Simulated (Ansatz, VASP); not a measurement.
# One calculation of HfN, two programs

```
CELL_PARAMETERS angstrom
0.00000 2.25116 2.25116
2.25116 0.00000 2.25116
2.25116 2.25116 0.00000
ATOMIC_POSITIONS crystal
Hf 0.00000 0.00000 0.00000
N 0.50000 0.50000 0.50000
```

Alike in both runs: functional PBEsol; k mesh 16 × 16 × 16; occupations fermi-dirac, width 0.15 eV; no spin polarisation.

Ansatz relaxed the structure, and its values are those at the end. VASP's run is a single point on that final structure, the one shown.

|  | VASP | Ansatz |
| --- | --- | --- |
| version | VASP 6.6.1 | Ansatz 0.2.0 |
| potentials or method | VASP PAW PBE potentials, release 64 (Hf_pv, N) | scalar-relativistic, plane waves, PAW |
| plane-wave cutoff (eV) | 520 | 420 |
| valence electrons in the cell | 15 | 31 |

|  | VASP | Ansatz | Ansatz less VASP |
| --- | --- | --- | --- |
| gap on the k mesh at the Fermi level (eV) | none | none | - |
| pressure (GPa) | -2.2 | 0.0 | +2.17 |

A gap of «none» marks a metal or a gap that the smearing closes. With one functional, cell and mesh, what is left measures potentials, basis and numerics. The two sets of potentials don't hold the same shells in valence.

Caveats: the PAW data sets were made with another functional, which shifts forces and pressure a little (VASP). The runs have no spin-orbit coupling, so splittings on Hf are missing.
